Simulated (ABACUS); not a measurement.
The system is Te.

```
Te
1.0
     4.45400    0.00000    0.00000
    -2.22700    3.85728    0.00000
     0.00000    0.00000    5.92400
Te
3
Direct
  0.73100 0.73100 0.00000
  0.00000 0.26900 0.66667
  0.26900 0.00000 0.33333
```

```yaml
Program: ABACUS 3.10.1
Task: relaxation of cell and atoms
Functional: TPSS
Potentials_or_basis: SG15 ONCV 1.2 PBE
Cutoff: 1306 eV
Density_cutoff: 5225 eV
Basis: plane waves
k_mesh: 4 × 4 × 3
Occupations: fermi-dirac, width 0.05 eV
Spin: no spin polarisation
```

At the start: pressure 1.0 GPa; volume 33.93 Å³/atom.

**Question.** How do energy, volume and symmetry change on relaxing?

**Answer.** Over 12 steps the energy falls by 2.5 meV/atom and the volume is 34.98 Å³/atom (+3.1 %); space group P3_121 (No. 152, to 0.05 Å).

The path:
| step | energy change (eV) | largest force (eV/Å) | pressure (GPa) | volume (Å³) |
| --- | --- | --- | --- | --- |
| 1 | 0.0000 | 0.0390 | 0.96 | 101.78 |
| 2 | -0.0017 | 0.0209 | 0.80 | 102.07 |
| 3 | -0.0055 | 0.0560 | 0.07 | 103.48 |
| 4 | -0.0057 | 0.0567 | 0.04 | 103.59 |
| 5 | -0.0068 | 0.0401 | -0.12 | 104.47 |
| 6 | -0.0072 | 0.0153 | -0.09 | 104.78 |
| 7 | -0.0073 | 0.0027 | -0.01 | 104.80 |
| 8 | -0.0073 | 0.0064 | 0.01 | 104.75 |
| 9 | -0.0073 | 0.0098 | 0.05 | 104.69 |
| 10 | -0.0074 | 0.0126 | 0.09 | 104.67 |
| 11 | -0.0075 | 0.0116 | 0.10 | 104.76 |
| 12 | -0.0076 | 0.0063 | 0.06 | 104.95 |

Final structure:
```
Te
1.0
     4.51521    0.00000    0.00000
    -2.25761    3.91029    0.00000
     0.00000    0.00000    5.94444
Te
3
Direct
  0.73521 0.73521 0.00000
  0.00000 0.26479 0.66667
  0.26479 0.00000 0.33333
```

Caveat: the potentials were made for another functional, which shifts forces and pressure.
